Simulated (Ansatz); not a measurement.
Field gradients of SiO₂ from run to run

Cell of run 1: an entry of the Crystallography Open Database (COD; perhaps a calculated or model structure), taken as it stands.

```cif
data_SiO2
_symmetry_space_group_name_H-M 'P4_32_12'
_symmetry_Int_Tables_number 96
_cell_length_a 4.9329
_cell_length_b 4.9329
_cell_length_c 6.4645
_cell_angle_alpha 90.000
_cell_angle_beta 90.000
_cell_angle_gamma 90.000
loop_
_atom_site_label
_atom_site_type_symbol
_atom_site_symmetry_multiplicity
_atom_site_Wyckoff_symbol
_atom_site_fract_x
_atom_site_fract_y
_atom_site_fract_z
Si Si 4 a 0.8177 0.8177 0.5000
O O 8 b 0.2683 0.3646 0.8019
```

One atom of each set is listed.

Relaxed positions (PBE, cell held):

Si (0.8169, 0.8169, 0.5000)
O (0.2693, 0.3637, 0.8000)

All runs are DFT with Ansatz 0.2.0 (plane waves and PAW, scalar-relativistic unless spin–orbit coupling is named, Γ-centred meshes, Fermi–Dirac smearing where given) in this cell.

Run 1: PBE, gradients read without the response of the cores, atoms as given; 420 eV, 4×4×3 k-points, smearing 0.02 eV.
Run 2: PBE, gradients read without the response of the cores, atoms relaxed; 420 eV, 4×4×3 k-points, smearing 0.02 eV.
Run 3: r2SCAN, gradients read without the response of the cores, at the relaxed atoms; 500 eV, 4×4×3 k-points, smearing 0.02 eV.

(1) What does each run give, and what moves the gradients most?

Results:

(1) 

```tsv
run	Si V_zz (η)	O V_zz (η)
1	0.61 (0.22)	9.36 (0.29)
2	0.54 (0.04)	9.35 (0.32)
3	0.52 (0.03)	9.27 (0.32)
```

V_zz in 10²¹ V/m². Against run 1, the gradient tensors on these sites move by at most 0.28 in run 2 (O), 0.31 in run 3 (O). Taken one at a time, the positions of the atoms (as given or relaxed) move the tensors on these sites by up to 0.28 (largest principal value of the change, on O), the functional (r2SCAN with its higher cutoff) by 0.08 (O).

The cell is 8 % smaller than that of α-cristobalite at ambient conditions, so the entry probably stands for a crystal under pressure. In run 3 the atoms aren't at the calculated equilibrium (largest force 0.36 eV/Å).
